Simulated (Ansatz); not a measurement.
# 3-layer blue phosphorene (AB) in a perpendicular field

Aim: how the 3-layer blue phosphorene (AB) screens a field along its normal, and what the field does to its bands. A positive field points along +c.

Main program and level: Ansatz 0.2.0; plane-wave DFT, PBE-D3(BJ), Ansatz PAW.

This is a report of a sequence of runs, with most program output left out.

## 1. The structure

The cell holds 6 atoms: 6 P. Cell: a = 3.280 Å, b = 3.280 Å, c = 51.220 Å, α = 90.0°, β = 90.0°, γ = 120.0°. Regions: layer 1: blue phosphorene, 2 atoms (2 P); layer 2: blue phosphorene, 2 atoms (2 P); layer 3: blue phosphorene, 2 atoms (2 P). Vacuum lies along c.

Coordinates:

```cif
data_structure
_symmetry_space_group_name_H-M 'P 1'
_symmetry_Int_Tables_number 1
_cell_length_a 3.2800
_cell_length_b 3.2800
_cell_length_c 51.2200
_cell_angle_alpha 90.000
_cell_angle_beta 90.000
_cell_angle_gamma 120.000
_cell_volume 477.22
loop_
_atom_site_label
_atom_site_type_symbol
_atom_site_fract_x
_atom_site_fract_y
_atom_site_fract_z
_atom_site_occupancy
P1 P 0.66667 0.33333 0.40121 1
P2 P 0.33333 0.66667 0.42542 1
P3 P 0.00000 0.00000 0.48790 1
P4 P 0.66667 0.33333 0.51210 1
P5 P 0.66667 0.33333 0.57458 1
P6 P 0.33333 0.66667 0.59879 1
```

## 2. Relaxing the slab

The starting cell is a guess, so the in-plane lattice and the atoms are relaxed first, with the slab cut off from its images along the normal.

input.yaml

```yaml
crystal:
  lattice:
    - [3.28, 0.0, 0.0]
    - [-1.64, 2.8405633244, 0.0]
    - [0.0, 0.0, 51.2200000002]
  atoms:
    - { symbol: P, position: [0.6666666667, 0.3333333333, 0.4012104647] }
    - { symbol: P, position: [0.3333333333, 0.6666666667, 0.4254197579] }
    - { symbol: P, position: [0.0, 0.0, 0.4878953534] }
    - { symbol: P, position: [0.6666666667, 0.3333333333, 0.5121046466] }
    - { symbol: P, position: [0.6666666667, 0.3333333333, 0.5745802421] }
    - { symbol: P, position: [0.3333333333, 0.6666666667, 0.5987895353] }
  periodic: [true, true, false]
kpoints:
  mp_grid: { grid: [12, 12, 1] }
hamiltonian:
  xc: pbe
  dispersion: d3bj
scf:
  occupations: { method: fermi_dirac, width: 0.05 }
  convergence: { dr2_threshold: 1.0e-09 }
relax:
  f_tol: 0.004
  max_steps: 90
  cell: {}
output:
  write_potential: true
  write_density: true
  volumetric_format: npy
```

The run is started by

```sh
$ ansatz run input.yaml --threads 2 --pin off --max-ram 4096MiB --backend cpu --events-out ev --progress --plain --runs-dir out
```

It took 2.7 min on 2 threads of Intel Xeon at 2.50GHz (Skylake/Cascade Lake), shared host; peak memory 0.66 GiB; 5.3 min of CPU time.

Relaxation path:

| step | energy less that of the first step (eV) | largest force component (eV/Å) | volume (Å³) |
| --- | --- | --- | --- |
| 1 | 0.0000 | 0.3995 | 477.22 |
| 2 | -0.0906 | 0.1550 | 473.62 |
| 3 | -0.1031 | 0.1490 | 469.86 |
| 4 | -0.1109 | 0.1146 | 471.44 |
| 5 | -0.1123 | 0.0101 | 469.28 |
| 6 | -0.1124 | 0.0020 | 469.51 |
| 7* | -0.1121 | 0.0019 | 469.51 |

Relaxation steps marked * repeat the geometry before them on a plane-wave basis chosen anew for their cell, so energy and pressure can jump there.

Forces are held to the 6 operations that the run works with; a distortion that breaks them can't arise in this run.

| cell as run | before | after | change |
| --- | --- | --- | --- |
| a (Å) | 3.280 | 3.253 | -0.8 % |
| b (Å) | 3.280 | 3.253 | -0.8 % |

The atoms that moved most (Å, along periodic axes as changes of fractional coordinates times the final cell, across vacuum about the mean position):

| atom | dx | dy | dz | length |
| --- | --- | --- | --- | --- |
| P6 | 0.000 | 0.000 | 0.480 | 0.480 |
| P5 | 0.000 | 0.000 | 0.474 | 0.474 |
| P1 | 0.000 | 0.000 | -0.303 | 0.303 |
| P2 | 0.000 | 0.000 | -0.299 | 0.299 |
| P3 | 0.000 | 0.000 | -0.178 | 0.178 |
| P4 | 0.000 | 0.000 | -0.174 | 0.174 |

Final coordinates:

```xyz
6
Lattice="3.2534 0.0000 0.0000 -1.6267 2.8175 0.0000 0.0000 0.0000 51.2200" Properties=species:S:1:pos:R:3
P     1.6267    0.9392   20.2471
P     0.0000    1.8783   21.4908
P     0.0000    0.0000   24.8120
P     1.6267    0.9392   26.0556
P     1.6267    0.9392   29.9043
P     0.0000    1.8783   31.1501
```

The lattice constant a goes from 3.280 to 3.253 Å.

## 3. Atoms held, field 0, start network

A sawtooth potential applies the field, turning back in the middle of the vacuum. With the dipole correction the typed value is the field outside the slab. The induced dipole is small, so the SCF threshold is tight.

The cell differs from the one that the last finished run ended in (c 51.220 → 28.903 Å).

input.yaml

```yaml
crystal:
  lattice:
    - [3.2533959541, 0.0, 0.0]
    - [-1.626697977, 2.8175235448, 0.0]
    - [0.0, 0.0, 28.9029823231]
  atoms:
    - { symbol: P, position: [0.6666666667, 0.3333333333, 0.3113865517] }
    - { symbol: P, position: [0.3333333333, 0.6666666667, 0.354416553] }
    - { symbol: P, position: [0.0, 0.0, 0.4693252378] }
    - { symbol: P, position: [0.6666666667, 0.3333333333, 0.5123530758] }
    - { symbol: P, position: [0.6666666667, 0.3333333333, 0.6455120401] }
    - { symbol: P, position: [0.3333333333, 0.6666666667, 0.6886134483] }
kpoints:
  mp_grid: { grid: [18, 18, 1] }
  band_path:
    path: [[0, 0, 0], [0.5, 0, 0], [0.33333333, 0.33333333, 0], [0, 0, 0]]
    npoints: 16
hamiltonian:
  xc: pbe
  dispersion: d3bj
scf:
  occupations: { method: fermi_dirac, width: 0.02585 }
  convergence: { dr2_threshold: 1.0e-10 }
efield:
  axis: 3
  dipole_correction: true
  ramp_position: 0.97
  ramp_width: 0.06
  amplitude: 0
output:
  dos: { projected: true, e_range: [-6, 5] }
  write_potential: true
  write_density: true
  volumetric_format: npy
  elf: true
```

Elapsed: 39 s, on 2 threads; peak memory 0.58 GiB; 76 s of CPU time.

This step gave:

```yaml
gap_on_the_k_mesh: 0.9785 eV
dipole_along_the_normal: 2.02e-4 e·Å
gap_along_the_path: 0.9650 eV
smallest_direct_gap_along_the_path: 1.561 eV
ionisation_energy_upper_face: 5.477 eV
electron_affinity_upper_face: 4.512 eV
gap_the_smaller_of_path_and_mesh: 0.9650 eV
```

Running mean over a fixed 2.7 Å (it still follows the layers) of the planar mean; the ramp of the sawtooth is left out. Table of electron's electrostatic potential energy less the Fermi level by z:

| z (Å) | electron's electrostatic potential energy less the Fermi level (eV) |
| --- | --- |
| 4 | 4.97 |
| 5 | 4.97 |
| 6 | 4.91 |
| 7 | 3.92 |
| 8 | -1.64 |
| 9 | -7.56 |
| 10 | -8.82 |
| 11 | -3.23 |
| 12 | -0.0349 |
| 13 | -4.21 |
| 14 | -9.44 |
| 15 | -6.41 |
| 16 | -0.655 |
| 17 | 1.81 |
| 18 | -3.62 |
| 19 | -9.16 |
| 20 | -6.95 |
| 21 | -1.04 |
| 22 | 4.18 |
| 23 | 4.92 |
| 24 | 4.97 |
| 25 | 4.97 |

The density of states has structure finer than the step of the table below, so its rows give means over 0.25 eV, whole bins alone (the curve runs from -6 to 2.44 eV). Peaks (eV: height): -5.150: 6.72, -2.470: 6.99, -2.060: 6.84, -1.860: 6.83, 1.800: 5.63, 2.110: 5.49, 2.380: 5.96.

Table of density of states by energy, zero at the Fermi level of the run, which the smearing sets inside the gap; means over each step:

| energy (eV) | density of states (states/eV a cell) |
| --- | --- |
| -5.75 | 1.34 |
| -5.50 | 3.04 |
| -5.25 | 4.53 |
| -5.00 | 4.69 |
| -4.75 | 3.35 |
| -4.50 | 3.24 |
| -4.25 | 2.97 |
| -4.00 | 3.73 |
| -3.75 | 4.33 |
| -3.50 | 3.98 |
| -3.25 | 2.39 |
| -3.00 | 1.97 |
| -2.75 | 2.97 |
| -2.50 | 4.10 |
| -2.25 | 4.30 |
| -2.00 | 5.12 |
| -1.75 | 3.87 |
| -1.50 | 3.15 |
| -1.25 | 3.02 |
| -1.00 | 0.727 |
| -0.75 | 0.937 |
| -0.50 | 1.62 |
| -0.25 | 0 |
| 0.00 | 0 |
| 0.25 | 0 |
| 0.50 | 0.282 |
| 0.75 | 1.22 |
| 1.00 | 3.13 |
| 1.25 | 4.01 |
| 1.50 | 3.41 |
| 1.75 | 4.31 |
| 2.00 | 3.84 |
| 2.25 | 4.25 |

Projected DOS per atom over height of the atomic layer and energy from the Fermi level. Layers: P P P P P P from below.

Ten even steps from '0' (0.00 states/eV) to '9' (1.01 states/eV), each cell a mean:
```
555566
555566
555555
545544
111111
000000
000000
122200
112200
331155
443366
879977
666677
545534
333333
666666
666666
445544
555555
776688
566544
122211
```
Columns: height of the atomic layer (Å) from 9 to 19.9 (not evenly spaced); rows upwards: energy from the Fermi level (eV) from -5.96 to 2.41.

The electronic bands at the labelled points (eV, zero at the Fermi level of the run, which the smearing sets inside the gap):

| point | band 12 | band 13 | band 14 | band 15 | band 16 | band 17 | band 18 | band 19 |
| --- | --- | --- | --- | --- | --- | --- | --- | --- |
| Γ | -1.26 | -1.24 | -1.24 | -0.63 | 2.72 | 2.72 | 2.74 | 2.78 |
| halfway | -2.61 | -1.92 | -1.26 | -0.64 | 1.01 | 1.10 | 1.25 | 3.58 |
| M | -3.45 | -2.97 | -2.60 | -2.28 | 0.70 | 0.81 | 0.92 | 1.68 |
| halfway | -3.69 | -2.82 | -2.52 | -2.27 | 1.30 | 1.72 | 2.12 | 2.94 |
| K | -3.04 | -2.97 | -2.95 | -2.69 | 0.86 | 0.88 | 0.93 | 3.54 |
| halfway | -3.94 | -1.80 | -1.21 | -0.68 | 2.06 | 2.34 | 2.70 | 3.02 |
| Γ | -1.26 | -1.24 | -1.24 | -0.63 | 2.72 | 2.72 | 2.74 | 2.78 |

ELF in the ca plane at fractional y = 0.333, with atoms of P within 0.2 Å of it. It is the smooth field of the valence electrons, not physical close to the nuclei.

Ten even steps from '0' (0.00) to '9' (0.97), each cell a mean:
```
77765431001345777788610488877764321000000000
22553100000124652389820699613652100000000000
00353100000013520189931699400442000000000000
33663210000124663499820699724653100000000000
77775431002345777788610378877765432100000000
45666763014776665443100123445666765310000000
23566774115776553210000000124566786420000000
56666663014666665543200134456666765310000000
```
Columns run along c (16.0 Å, from fractional 0.31 to 0.86 of the cell), rows up along a (3.3 Å). Atoms in or near the plane, at fractional coordinates: P at (0.31, 0.67), P at (0.51, 0.67), P at (0.65, 0.67).

Electrostatic potential energy in the ca plane at fractional y = 0.333, with atoms of P within 0.2 Å of it. With pseudopotentials it is smooth inside the atoms' cores, unlike the true potential.

Ten even steps from '0' (-63 eV) to '9' (5 eV), each cell a mean:
```
66789999999999876689999998756889999999999999
01489999999999730148999996201689999999999999
00279999999999710037999985000489999999999999
11589999999999741158999997312689999999999999
66888999999998876689999998767889999999999999
98888899999988888999999999998888899999999999
99887899999987889999999999999878899999999999
88888899999988888999999999988888999999999999
```
Columns run along c (16.0 Å, from fractional 0.31 to 0.86 of the cell; values clipped at the 3rd and 97th percentile), rows up along a (3.3 Å). Atoms in or near the plane, at fractional coordinates: P at (0.31, 0.67), P at (0.51, 0.67), P at (0.65, 0.67).

Valence density in the ca plane at fractional y = 0.333, with atoms of P within 0.2 Å of it. It is the smooth field of the valence electrons, not physical close to the nuclei.

Ten even steps from '0' (0.00 e/Å³) to '9' (0.70 e/Å³), each cell a mean:
```
88864210000124688763100024788753210000000000
66863100000013696696200148857852100000000000
23763100000013672397200149714742100000000000
67963100000013697795200138868852100000000000
78764210000124688752100014678753210000000000
34555421001245554321000001234555310000000000
23455421001345543210000000123555420000000000
34555321001245554321000001245554310000000000
```
Columns run along c (16.0 Å, from fractional 0.31 to 0.86 of the cell), rows up along a (3.3 Å). Atoms in or near the plane, at fractional coordinates: P at (0.31, 0.67), P at (0.51, 0.67), P at (0.65, 0.67).

The gap is 0.96 eV, with the valence edge 5.48 eV and the conduction edge 4.51 eV under the upper vacuum level.

## 4. Single point, field 0.05 V/Å

Edit input.yaml of step 3 so:

```diff
@@ -28,5 +28,4 @@
   ramp_width: 0.06
-  amplitude: 0
+  amplitude: 0.05
 output:
-  dos: { projected: true, e_range: [-6, 5] }
   write_potential: true
@@ -34,2 +33 @@
   volumetric_format: npy
-  elf: true
```

Elapsed: 46 s, on 2 threads; peak memory 0.56 GiB; 89 s of CPU time.

The dipole is 0.0292 e·Å, and the gap 0.960 eV.

## 5. Single point, field -0.05 V/Å

Edit input.yaml of step 4 so:

```diff
@@ -28,3 +28,3 @@
   ramp_width: 0.06
-  amplitude: 0.05
+  amplitude: -0.05
 output:
```

Elapsed: 47 s, on 2 threads; peak memory 0.56 GiB.

The dipole is -0.0288 e·Å, and the gap 0.960 eV.

## 6. Atoms held, field 0.1 V/Å

Edit input.yaml of step 5 so:

```diff
@@ -26,5 +26,5 @@
   dipole_correction: true
-  ramp_position: 0.97
-  ramp_width: 0.06
-  amplitude: -0.05
+  ramp_position: 0.9574
+  ramp_width: 0.0851
+  amplitude: 0.1
 output:
```

Wall time 53 s (2 threads); peak memory 0.56 GiB.

The dipole is 0.0581 e·Å, and the gap 0.948 eV.

## 7. Atoms held, field -0.1 V/Å

Edit input.yaml of step 6 so:

```diff
@@ -28,3 +28,3 @@
   ramp_width: 0.0851
-  amplitude: 0.1
+  amplitude: -0.1
 output:
```

The job ended after 51 s (2 threads; peak memory 0.55 GiB).

The dipole is -0.0577 e·Å, and the gap 0.943 eV.

## 8. Single point, field 0.2 V/Å

Edit input.yaml of step 7 so:

```diff
@@ -28,3 +28,3 @@
   ramp_width: 0.0851
-  amplitude: -0.1
+  amplitude: 0.2
 output:
```

Run time: 49 s. Hardware: 2 threads; peak memory 0.56 GiB; 95 s of CPU time.

The dipole is 0.116 e·Å, and the gap 0.904 eV.

## 9. Single point, field -0.2 V/Å

Edit input.yaml of step 8 so:

```diff
@@ -28,3 +28,3 @@
   ramp_width: 0.0851
-  amplitude: 0.2
+  amplitude: -0.2
 output:
```

Wall time 47 s (2 threads); peak memory 0.56 GiB; 93 s of CPU time.

The dipole is -0.116 e·Å, and the gap 0.867 eV.

## 10. Atoms held, field 0.3 V/Å

Edit input.yaml of step 9 so:

```diff
@@ -26,5 +26,5 @@
   dipole_correction: true
-  ramp_position: 0.9574
-  ramp_width: 0.0851
-  amplitude: -0.2
+  ramp_position: 0.955
+  ramp_width: 0.0901
+  amplitude: 0.3
 output:
```

It took 43 s on 2 threads; peak memory 0.56 GiB; 85 s of CPU time.

The dipole is 0.174 e·Å, and the gap 0.833 eV.

## 11. Single point, field -0.3 V/Å

Edit input.yaml of step 10 so:

```diff
@@ -28,3 +28,3 @@
   ramp_width: 0.0901
-  amplitude: 0.3
+  amplitude: -0.3
 output:
```

Run time: 48 s. Hardware: 2 threads; peak memory 0.56 GiB.

The dipole is -0.174 e·Å, and the gap 0.749 eV.

## 12. Atoms held, field 0.4 V/Å

Edit input.yaml of step 11 so:

```diff
@@ -26,5 +26,5 @@
   dipole_correction: true
-  ramp_position: 0.955
-  ramp_width: 0.0901
-  amplitude: -0.3
+  ramp_position: 0.9228
+  ramp_width: 0.1543
+  amplitude: 0.4
 output:
```

Elapsed: 39 s, on 2 threads; peak memory 0.56 GiB; 75 s of CPU time.

The dipole is 0.232 e·Å, and the gap 0.738 eV.

## 13. Atoms held, field -0.4 V/Å

Edit input.yaml of step 12 so:

```diff
@@ -28,3 +28,3 @@
   ramp_width: 0.1543
-  amplitude: 0.4
+  amplitude: -0.4
 output:
```

Elapsed: 39 s, on 2 threads; peak memory 0.56 GiB; 75 s of CPU time.

The dipole is -0.232 e·Å, and the gap 0.610 eV.

## 14. Response, atoms held

This step: plane-wave DFT, PBE-D3(BJ), Ansatz PAW; response to a field along the normal, atoms held (Ansatz 0.2.0).

The dipoles give the slope, and the difference of two potentials shows where the field is screened.

Numbers from this step:

```yaml
equivalent_conductor_thickness_p_eps_0ae: 11.44 Å
distance_between_the_outer_atoms: 10.90 Å
```

Table of dipole of the cell by applied field:

| applied field (V/Å) | dipole of the cell (e·Å) |
| --- | --- |
| -0.400 | -0.232 |
| -0.300 | -0.174 |
| -0.200 | -0.116 |
| -0.100 | -0.0577 |
| -0.050 | -0.0288 |
| 0.000 | 2.0e-4 |
| 0.050 | 0.0292 |
| 0.100 | 0.0581 |
| 0.200 | 0.116 |
| 0.300 | 0.174 |
| 0.400 | 0.232 |

Local field over the applied field, running mean. From the potentials at -0.05 and 0.05 V/Å; running mean over 2.8 Å. Local field over applied field against z:

z (Å), local field over applied field and a bar:
```
      4.5      0.997 ##############################
      5.0      0.991 ##############################
      5.5      0.976 #############################
      6.0      0.940 ############################
      6.5      0.865 ##########################
      7.0      0.739 ######################
      7.5      0.585 #################
      8.0      0.421 ###########
      8.5      0.262 ######
      9.0      0.139 ##
      9.5      0.073 
     10.0      0.078 
     10.5      0.130 ##
     11.0      0.196 ####
     11.5      0.238 ######
     12.0      0.246 ######
     12.5      0.226 #####
     13.0      0.172 ###
     13.5      0.106 #
     14.0      0.064 
     14.5      0.079 #
     15.0      0.155 ###
     15.5      0.264 ######
     16.0      0.363 ##########
     16.5      0.413 ###########
     17.0      0.410 ###########
     17.5      0.356 #########
     18.0      0.254 ######
     18.5      0.148 ###
     19.0      0.080 #
     19.5      0.080 #
     20.0      0.158 ###
     20.5      0.290 #######
     21.0      0.453 #############
     21.5      0.617 ##################
     22.0      0.769 #######################
     22.5      0.885 ##########################
     23.0      0.951 ############################
     23.5      0.981 #############################
     24.0      0.993 ##############################
     24.5      0.997 ##############################
```

Electrons, planar mean, per unit field. Induced electron density against z:

| z (Å) | induced electron density (e/Å³ per V/Å) |
| --- | --- |
| 5 | 3.5e-5 |
| 6 | 2.6e-4 |
| 7 | 0.00144 |
| 8 | 0.00334 |
| 9 | 8.8e-4 |
| 10 | -7.9e-4 |
| 11 | -0.00184 |
| 12 | 3.9e-4 |
| 13 | 0.00129 |
| 14 | 4.3e-4 |
| 15 | -5.9e-4 |
| 16 | -0.00274 |
| 17 | 0.00113 |
| 18 | 0.00207 |
| 19 | 7.6e-4 |
| 20 | -8.0e-4 |
| 21 | -0.00345 |
| 22 | -0.00123 |
| 23 | -2.1e-4 |
| 24 | -2.7e-5 |

The smaller of the gaps on the path and on the k-mesh, counted as 0 under 0.03 eV. Gap against applied field:

| applied field (V/Å) | gap (eV) |
| --- | --- |
| -0.400 | 0.610 |
| -0.300 | 0.749 |
| -0.200 | 0.867 |
| -0.100 | 0.943 |
| -0.050 | 0.960 |
| 0.000 | 0.965 |
| 0.050 | 0.960 |
| 0.100 | 0.948 |
| 0.200 | 0.904 |
| 0.300 | 0.833 |
| 0.400 | 0.738 |

By hand: between -0.05 and 0.05 V/Å the dipole changes by 0.05793 e·Å, a slope of 0.5793 e·Å²/V. A perfect conductor of thickness t has p = ε₀AEt, so t = 180.95 × 0.5793 / 9.167 = 11.43 Å (e/ε₀ = 180.95 V·Å, A in Å²).

The induced dipole is that of a conductor 11.44 Å thick.

## 15. Summary of results

* gap without field: 0.965 eV
* ionisation energy, upper face: 5.48 eV
* electron affinity, upper face: 4.51 eV
* equivalent conductor thickness, atoms held: 11.4 Å

The induced dipole equals that of a perfect conductor 11.44 Å thick, while the outer atoms lie 10.90 Å apart; an out-of-plane ε follows only once a thickness t is chosen, by 1 − 1/ε = 11.44 Å / t. The gap goes from 0.96 eV to 0.61 eV at -0.4 V/Å. With the field reversed the gap is 0.74 eV at 0.4 V/Å. Semilocal functionals give gaps that are too small, and excitons are not included.

[Logs are printed without paths, hosts, clocks, repeated set-up lines and the standing remarks that a program may print on its own settings, such as how far it seeks lower states.]

[Hosts, paths, dates, database ids (printed as entryN), source tags and the programs' standing remarks are cut or masked in the printed files.]

[Maps of the electrostatic potential energy from Ansatz leave out the sawtooth potential of an applied field or a dipole correction, so their vacuum need not be flat; planar profiles and work functions include it.]

[The density of states shown here was stored with 400 of the rows of the run's finer table, so its peaks can read low, often by over a quarter, or be missed, and its means over a window can be off by a tenth or more.]
